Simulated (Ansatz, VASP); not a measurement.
**Two plane-wave programs on Mo**

```
CELL_PARAMETERS angstrom
-1.56240 1.56240 1.56240
1.56240 -1.56240 1.56240
1.56240 1.56240 -1.56240
ATOMIC_POSITIONS crystal
Mo 0.00000 0.00000 0.00000
```

Alike in both runs: task single point; functional LDA; k mesh 12 × 12 × 12; occupations fermi-dirac, width 0.05 eV; no spin polarisation.

|  | VASP | Ansatz |
| --- | --- | --- |
| version | VASP 6.6.1 | Ansatz 0.2.0 |
| potentials or method | VASP PAW LDA potentials, release 64 (Mo_sv) | Ansatz PAW |
| plane-wave cutoff (eV) | 520 | 420 |
| valence electrons in the cell | 14 | 14 |

Ansatz gave:

* gap on the k mesh at the Fermi level (eV): none
* pressure (GPa): -3.8

Q: Estimate VASP's values.

A: gap on the k mesh at the Fermi level (eV): none; pressure (GPa): -2.6.

A gap of «none» marks a metal or a gap that the smearing closes.

Caveats: the PAW data sets come from PBE, with cores solved anew for the run's functional, which leaves a small shift of forces and pressure (Ansatz).
